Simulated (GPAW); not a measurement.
Ti, 1 atom in the cell. It takes space group Im-3m (No. 229, cubic). The conventional cell has a = 3.282 Å, b = 3.282 Å, c = 3.282 Å, α = 90.00°, β = 90.00°, γ = 90.00°. Ti (site symmetry m-3m) has 8 Ti at 2.84 Å as nearest neighbours. This isn't the form of Ti at room conditions, which is hcp.

* Program: GPAW 26.7.0
* Task: single point
* Functional: PBE
* Potentials or basis: GPAW PAW data sets (gpaw-data 1.2.1)
* Cutoff: 600 eV
* Basis: pw
* k mesh: 11 × 11 × 11
* Occupations: gaussian, width 0.018 eV
* Spin: no spin polarisation
* Maxiter: 150

Potentials or basis: GPAW PAW data sets (gpaw-data 1.2.1), pw.

The run is started by

```bash
$ OMP_NUM_THREADS=1 python run.py
```

Hardware: 1 thread of Arm Neoverse V1 (shared host).

How long does it take, and how much memory?

It took 13 s on 1 thread of Arm Neoverse V1, on a shared host, peak memory 0.13 GiB. Counts: scf iterations 9, plane waves 603, bands 14, k points 56.
